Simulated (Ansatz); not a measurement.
# Preparing GaN (P6_3mc) as a host crystal, part 3 of 3

Aim: the runs on the perfect crystal GaN (P6_3mc) that a defect calculation needs first.

Ansatz 0.2.0; plane-wave PAW DFT, PBEsol; relaxation of the host's cell and atoms; PAW set soft_1 (the session's first sound run).

So far. Step 3 (Dielectric tensors of the host): The principal values of the electronic dielectric tensor are 5.83, 5.83 and 6.02. The principal values of the static dielectric tensor are 10.10, 10.10 and 11.18.

### Step 8. Defect free supercell at the quarter point

Level of this step: plane-wave PAW DFT, PBEsol; single point of the defect-free host, a test of the k-point sampling; PAW set soft_1 (Ansatz).

The supercell is run at one point off the zone centre, to see how far that sampling misses the dense mesh.

Input file pristine.sampling_quarter/input.yaml:

```yaml
crystal:
  lattice:
    - [9.5485853641, 0.0, 0.0]
    - [-4.774292682, 8.2693174955, 0.0]
    - [0.0, 0.0, 10.3709235306]
  atoms:
    - { symbol: Ga, position: [0.2222222222, 0.1111111111, 0.2495896206] }
    - { symbol: Ga, position: [0.1111111111, 0.2222222222, 0.4995896206] }
    - { symbol: "N", position: [0.2222222222, 0.1111111111, 0.4379103794] }
    - { symbol: "N", position: [0.1111111111, 0.2222222222, 0.1879103794] }
    - { symbol: Ga, position: [0.2222222222, 0.1111111111, 0.7495896206] }
    - { symbol: Ga, position: [0.1111111111, 0.2222222222, 0.9995896206] }
    - { symbol: "N", position: [0.2222222222, 0.1111111111, 0.9379103794] }
    - { symbol: "N", position: [0.1111111111, 0.2222222222, 0.6879103794] }
    - { symbol: Ga, position: [0.2222222222, 0.4444444444, 0.2495896206] }
    - { symbol: Ga, position: [0.1111111111, 0.5555555556, 0.4995896206] }
    - { symbol: "N", position: [0.2222222222, 0.4444444444, 0.4379103794] }
    - { symbol: "N", position: [0.1111111111, 0.5555555556, 0.1879103794] }
    - { symbol: Ga, position: [0.2222222222, 0.4444444444, 0.7495896206] }
    - { symbol: Ga, position: [0.1111111111, 0.5555555556, 0.9995896206] }
    - { symbol: "N", position: [0.2222222222, 0.4444444444, 0.9379103794] }
    - { symbol: "N", position: [0.1111111111, 0.5555555556, 0.6879103794] }
    - { symbol: Ga, position: [0.2222222222, 0.7777777778, 0.2495896206] }
    - { symbol: Ga, position: [0.1111111111, 0.8888888889, 0.4995896206] }
    - { symbol: "N", position: [0.2222222222, 0.7777777778, 0.4379103794] }
    - { symbol: "N", position: [0.1111111111, 0.8888888889, 0.1879103794] }
    - { symbol: Ga, position: [0.2222222222, 0.7777777778, 0.7495896206] }
    - { symbol: Ga, position: [0.1111111111, 0.8888888889, 0.9995896206] }
    - { symbol: "N", position: [0.2222222222, 0.7777777778, 0.9379103794] }
    - { symbol: "N", position: [0.1111111111, 0.8888888889, 0.6879103794] }
    - { symbol: Ga, position: [0.5555555556, 0.1111111111, 0.2495896206] }
    - { symbol: Ga, position: [0.4444444444, 0.2222222222, 0.4995896206] }
    - { symbol: "N", position: [0.5555555556, 0.1111111111, 0.4379103794] }
    - { symbol: "N", position: [0.4444444444, 0.2222222222, 0.1879103794] }
    - { symbol: Ga, position: [0.5555555556, 0.1111111111, 0.7495896206] }
    - { symbol: Ga, position: [0.4444444444, 0.2222222222, 0.9995896206] }
    - { symbol: "N", position: [0.5555555556, 0.1111111111, 0.9379103794] }
    - { symbol: "N", position: [0.4444444444, 0.2222222222, 0.6879103794] }
    - { symbol: Ga, position: [0.5555555556, 0.4444444444, 0.2495896206] }
    - { symbol: Ga, position: [0.4444444444, 0.5555555556, 0.4995896206] }
    - { symbol: "N", position: [0.5555555556, 0.4444444444, 0.4379103794] }
    - { symbol: "N", position: [0.4444444444, 0.5555555556, 0.1879103794] }
    - { symbol: Ga, position: [0.5555555556, 0.4444444444, 0.7495896206] }
    - { symbol: Ga, position: [0.4444444444, 0.5555555556, 0.9995896206] }
    - { symbol: "N", position: [0.5555555556, 0.4444444444, 0.9379103794] }
    - { symbol: "N", position: [0.4444444444, 0.5555555556, 0.6879103794] }
    - { symbol: Ga, position: [0.5555555556, 0.7777777778, 0.2495896206] }
    - { symbol: Ga, position: [0.4444444444, 0.8888888889, 0.4995896206] }
    - { symbol: "N", position: [0.5555555556, 0.7777777778, 0.4379103794] }
    - { symbol: "N", position: [0.4444444444, 0.8888888889, 0.1879103794] }
    - { symbol: Ga, position: [0.5555555556, 0.7777777778, 0.7495896206] }
    - { symbol: Ga, position: [0.4444444444, 0.8888888889, 0.9995896206] }
    - { symbol: "N", position: [0.5555555556, 0.7777777778, 0.9379103794] }
    - { symbol: "N", position: [0.4444444444, 0.8888888889, 0.6879103794] }
    - { symbol: Ga, position: [0.8888888889, 0.1111111111, 0.2495896206] }
    - { symbol: Ga, position: [0.7777777778, 0.2222222222, 0.4995896206] }
    - { symbol: "N", position: [0.8888888889, 0.1111111111, 0.4379103794] }
    - { symbol: "N", position: [0.7777777778, 0.2222222222, 0.1879103794] }
    - { symbol: Ga, position: [0.8888888889, 0.1111111111, 0.7495896206] }
    - { symbol: Ga, position: [0.7777777778, 0.2222222222, 0.9995896206] }
    - { symbol: "N", position: [0.8888888889, 0.1111111111, 0.9379103794] }
    - { symbol: "N", position: [0.7777777778, 0.2222222222, 0.6879103794] }
    - { symbol: Ga, position: [0.8888888889, 0.4444444444, 0.2495896206] }
    - { symbol: Ga, position: [0.7777777778, 0.5555555556, 0.4995896206] }
    - { symbol: "N", position: [0.8888888889, 0.4444444444, 0.4379103794] }
    - { symbol: "N", position: [0.7777777778, 0.5555555556, 0.1879103794] }
    - { symbol: Ga, position: [0.8888888889, 0.4444444444, 0.7495896206] }
    - { symbol: Ga, position: [0.7777777778, 0.5555555556, 0.9995896206] }
    - { symbol: "N", position: [0.8888888889, 0.4444444444, 0.9379103794] }
    - { symbol: "N", position: [0.7777777778, 0.5555555556, 0.6879103794] }
    - { symbol: Ga, position: [0.8888888889, 0.7777777778, 0.2495896206] }
    - { symbol: Ga, position: [0.7777777778, 0.8888888889, 0.4995896206] }
    - { symbol: "N", position: [0.8888888889, 0.7777777778, 0.4379103794] }
    - { symbol: "N", position: [0.7777777778, 0.8888888889, 0.1879103794] }
    - { symbol: Ga, position: [0.8888888889, 0.7777777778, 0.7495896206] }
    - { symbol: Ga, position: [0.7777777778, 0.8888888889, 0.9995896206] }
    - { symbol: "N", position: [0.8888888889, 0.7777777778, 0.9379103794] }
    - { symbol: "N", position: [0.7777777778, 0.8888888889, 0.6879103794] }
basis:
  ecutwfc: 420
  xc_grid: 2
hamiltonian:
  xc: pbesol
  pseudopotentials: { kind: paw, azcp: { folder: soft_1 }, xc_functional: pbe }
kpoints:
  mp_grid: { grid: [1, 1, 1], shift: [0.25, 0.25, 0.25] }
scf:
  occupations: { method: fermi_dirac, width: 0.01 }
  max_iter: 100
  lower_state_search: "off"
checkpoint:
  write: "../pristine.sampling_quarter.run"
  compress: false
  write_wavefunctions: false
  write_every: 100000
```

The run is started by

```bash
> ansatz run input.yaml --threads 32 --pin off --max-ram 84787MiB --backend cuda --events-out ev --progress --plain --runs-dir out --max-vram 78GiB
```

Numbers of over 12 decimals in the logs are rounded to 6 here.

What it wrote:

```text
[...]
GPU FFT provider: cuFFT
GPU libraries: cuBLAS 13.8.1, cuFFT 12.4.0, cuSOLVER 12.3.2
[...]
Crystal: 72 atoms, lattice volume = 818.891 Å³
Basis set: ecut = 420 eV, 15995 PW (Γ), exchange–correlation on 128×128×144 points (8 copies of the dense FFT grid, shifted against one another)
Bands: 396, of which v1, the nominal top of the filled ones, is band 324 counted from 1 (323 counted from 0)
Symmetry: 36 space group operations
k-points: 1
[...]
GPU buffer pool allocated for 294912 grid points (all kernels)
[...]
SCF iter   1: F=—  HF=-148444.620107 eV  |Δ(HF+E_count)|=         —  Δρ=1.03e-1  dr2=7.39e1  Hψ=1220
[...]
SCF iter  10: F=-148424.353303 eV  HF=-148424.353303 eV  |Δ(HF+E_count)|=   1.07e-8  Δρ=4.25e-7  dr2=1.07e-9  Hψ=1130
SCF 1 converged in 10 iterations: F = -148424.353303 eV  dr2 = 1.07e-9
[...]
SCF converged after 10 iterations
Free energy (F): -148424.353303 eV
[...]
Internal energy: -148424.353303 eV  (E = F + TS)
E sigma→0 (E₀):  -148424.353303 eV
Fermi energy:    11.116623 eV
[...]
```

The job ended after 1.3 s (1 × NVIDIA GB200 with 32 threads of Arm Neoverse V2, shared host; peak memory 1.3 GiB; 2.9 s of CPU time).

### Step 9. What came out

```json
{
 "primitive cell vectors, lengths": "3.183, 3.183, 5.185 Å",
 "electronic dielectric constant": "principal values (5.83, 5.83, 6.02)",
 "static dielectric constant": "principal values (10.10, 10.10, 11.18)",
 "gap on the k-mesh of the response run (PBEsol)": "1.88 eV",
 "supercell relaxed in its symmetry less the displaced and relaxed one": "0.000 eV",
 "energy an atom at the zone centre alone less that on the dense mesh": "0.078 eV",
 "energy an atom at one point at (¼, ¼, ¼) less that on the dense mesh": "-0.024 eV"
}
```

Step 5: The energy fell by 2.274 eV from the randomly displaced start; the atoms end within 0.005 Å of the sites as typed, once the mean shift is taken out. The displaced cell ends within 0.01 eV of the symmetric one relaxed in its symmetry, so no lower structure shows in this supercell. The k-mesh can miss the band edges, so this gap is an upper bound at this level. All at zero temperature.

[Logs are printed without paths, hosts, clocks, repeated set-up lines and the standing remarks that a program may print on its own settings, such as how far it seeks lower states.]

[Hosts, paths, dates, database ids (printed as entryN), source tags and the programs' standing remarks are cut or masked in the printed files.]

[Runs of the host that timed out are not shown.]

[For some hosts the program warned that the k-mesh of the response run may be too coarse for force constants and the static dielectric constant; such warnings are not always shown.]

[The program warned that the k-mesh of a response run behind this text may be too coarse: force constants, and the static dielectric constant and all else formed from them, are not shown converged.]
